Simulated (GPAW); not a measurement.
A calculation with GPAW 26.7.0 of PtS2 (ASE script, structure typed inline):

The input run.py:

```python
from ase import Atoms
from ase.dft.bandgap import bandgap
from ase.io import write
from ase.units import Bohr, GPa
from gpaw import GPAW, PW
from gpaw.elf import elf_from_dft_calculation

atoms = Atoms(['Pt', 'S', 'S'],
              cell=[[3.5432, 0.0, 0.0],
                    [-1.7716, 3.0685012107, 0.0],
                    [0.0, 0.0, 5.0388]],
              scaled_positions=[[0.0, 0.0, 0.0],
                                [0.6666666667, 0.3333333333, 0.773],
                                [0.3333333333, 0.6666666667, 0.227]],
              pbc=True)

calc = GPAW(mode=PW(600),
            xc='PBE',
            kpts={'size': (9, 9, 5), 'gamma': True},
            occupations={'name': 'fermi-dirac', 'width': 0.05},
            nbands=26,
            convergence={'density': 1e-05, 'energy': 1e-05},
            maxiter=150,
            txt='gpaw.txt')
atoms.calc = calc
energy = atoms.get_potential_energy()
forces = atoms.get_forces()
stress = atoms.get_stress()
calc.write('gs.gpw')
write('result.traj', atoms)
print(f'Energy: {energy:.6f} eV')
print('Forces (eV/A):')
print(forces.round(4))
print('Stress (GPa):', (stress / GPa).round(3))
print('Fermi level:', round(calc.get_fermi_level(), 4), 'eV')
print(f'Gap: {bandgap(calc)[0]:.4f} eV, direct: {bandgap(calc, direct=True)[0]:.4f} eV')

# fields on the real-space grid
write('density.cube', atoms, data=calc.get_pseudo_density() * Bohr**3)
write('potential.cube', atoms, data=calc.get_electrostatic_potential())
write('elf.cube', atoms, data=elf_from_dft_calculation(calc).data)
```

Potentials or basis: GPAW PAW data sets (gpaw-data 1.2.1), pw.

The run is started by

```console
$ OMP_NUM_THREADS=1 python run.py
```

Write the same calculation in another form: cli, Cartesian positions.

As run:

Contents of PtS2.xyz:

```xyz
3
Lattice="3.5432000000 0.0000000000 0.0000000000 -1.7716000000 3.0685012107 0.0000000000 0.0000000000 0.0000000000 5.0388000000" Properties=species:S:1:pos:R:3 pbc="T T T"
Pt     0.0000000000      0.0000000000      0.0000000000
S      1.7716000002      1.0228337368      3.8949924000
S     -0.0000000002      2.0456674739      1.1438076000
```

Potentials or basis: GPAW PAW data sets (gpaw-data 1.2.1), pw.

The run is started by

```sh
$ OMP_NUM_THREADS=1 gpaw run PtS2.xyz -p 'mode=PW(600),xc=PBE,kpts={size:(9,9,5),gamma:True},occupations={name:fermi-dirac,width:0.05},nbands=26,convergence={density:1e-05,energy:1e-05},maxiter=150,txt=gpaw.txt' --properties efs -w gs.gpw
```

Both were run:

|  | ASE script, structure typed inline | cli, Cartesian positions |
| --- | --- | --- |
| Pressure | 11.7 GPa | 11.7 GPa |
| Largest force | 1.292 eV/Å | 1.292 eV/Å |
| Band gap on the k mesh | 0.99 eV, indirect (least direct gap 1.04 eV) | 0.99 eV, indirect (least direct gap 1.04 eV) |

Keys that steer only the numerical path or the files written may differ.

Caveat: spin-orbit coupling is left out, which moves the levels of the heavy elements; an odd mesh through Γ misses points on the zone boundary, where band edges often lie; forces of over 1 eV/Å show positions far from the minimum, so gaps and moduli don't describe the material at rest.
